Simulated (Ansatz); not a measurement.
Set up this calculation in Ansatz 0.2.0, as the native input.

- Task: relaxation of cell and atoms
- Functional: revPBE
- Dispersion: D4
- Potentials or basis: Ansatz PAW
- Cutoff: 420 eV (not typed: the program's choice for these potentials)
- k mesh: 13 × 13 × 13
- Occupations: fermi-dirac, width 0.05 eV
- Spin: collinear spin, ferromagnetic start
- Starting moments: [3.0] μB

Fe:

```
CELL_PARAMETERS angstrom
-1.44300 1.44300 1.44300
1.44300 -1.44300 1.44300
1.44300 1.44300 -1.44300
ATOMIC_POSITIONS crystal
Fe 0.00000 0.00000 0.00000
```

These files were run (other wordings do the same):

input.yaml

```yaml
crystal:
  lattice:
    - [-1.443, 1.443, 1.443]
    - [1.443, -1.443, 1.443]
    - [1.443, 1.443, -1.443]
  atoms:
    - { symbol: Fe, position: [0.0, 0.0, 0.0], spin: 3.0 }
hamiltonian:
  xc: revpbe
  pseudopotentials: { kind: paw }
  dispersion: d4
magnetization:
  spin_polarized: true
kpoints:
  mp_grid: { grid: [13, 13, 13] }
scf:
  occupations: { method: fermi_dirac, width: 0.05 }
output:
  forces: true
  stress: true
relax:
  f_tol: 0.01
  max_steps: 40
  cell: { stress_tol: 0.05 }
```

Potentials or basis: Ansatz PAW.

Launch:

```console
$ ansatz run input.yaml --threads 2 --pin off --max-ram 5632MiB --backend cpu --events-out ev --progress --plain --runs-dir out
```

It gave:

```yaml
Relaxed_volume: 11.08 Å³/atom
Relaxed_cell: a = 2.433 Å, b = 2.433 Å, c = 2.433 Å, α = 109.47°, β = 109.47°, γ = 109.47°
Space_group_after_relaxing_to_0.05_Å: Im-3m (No. 229)
Energy_gained_by_relaxing: 42.0 meV/atom
Ionic_steps: 8
Pressure_after_relaxing: 0.0 GPa
Net_moment: 2.10 μB per cell
Absolute_moment: 2.22 μB per cell
Site_moments: Fe +2.15 μB
```

Caveat: the plane-wave basis is chosen anew once the cell has moved, so the energies of steps on either side of that aren't comparable; the PAW data sets come from PBE, with cores solved anew for the run's functional, which leaves a small shift of forces and pressure.

Wall time 9.3 s on 2 threads of Intel(R) Xeon(R) Processor @ 2.70GHz, with other jobs on the host, peak memory 0.33 GiB.
